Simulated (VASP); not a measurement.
Here is a VASP 6.6.1 calculation.

Contents of INCAR:

```
PREC = Accurate
ENCUT = 600
EDIFF = 1E-7
ISMEAR = 0
SIGMA = 0.03
LREAL = F
LASPH = T
NELM = 80
ALGO = Normal
ISIF = 4
LWAVE = F
LCHARG = F
METAGGA = R2SCAN
LMIXTAU = T
IBRION = 2
NSW = 40
EDIFFG = -0.01
KPAR = 2
```

Contents of KPOINTS:

```
regular mesh
0
Gamma
  12 12 12
```

File POSCAR:

```
CO2                                     
1.0
   -1.9446131878      1.9446131878      2.9496235941
    1.9446131878     -1.9446131878      2.9496235941
    1.9446131878      1.9446131878     -2.9496235941
  C               O             
     2     4
Direct
     1.0000000000000000    0.0000000000000000    1.0000000000000000
     0.7500000000000000    0.2500000000000000    0.5000000000000000
     0.3750000000000000    0.2930168707317625    0.4180168707317625
     0.7069831292682375    0.1250000000000000    0.0819831292682376
     0.8750000000000000    0.9569831292682375    0.5819831292682375
     0.0430168707317624    0.6250000000000000    0.9180168707317625
```

Potentials or basis: VASP PAW PBE potentials, release 64 (C, O).

The run is started by

```console
$ cat potpaw_PBE.64/C/POTCAR potpaw_PBE.64/O/POTCAR > POTCAR
$ mpirun -np 2 vasp_std > vasp.out
```

Predict the energy gained by relaxing.

1.3 meV/atom.

Predict the band gap on the k mesh.

8.47 eV, indirect (least direct gap 8.83 eV).

Stress tensor (GPa, compression positive):
```
3.20 0.00 0.00
0.00 3.20 0.00
0.00 0.00 3.01
```

Caveat: the PAW data sets were made with another functional, which shifts forces and pressure a little. A k mesh can miss the band edges.
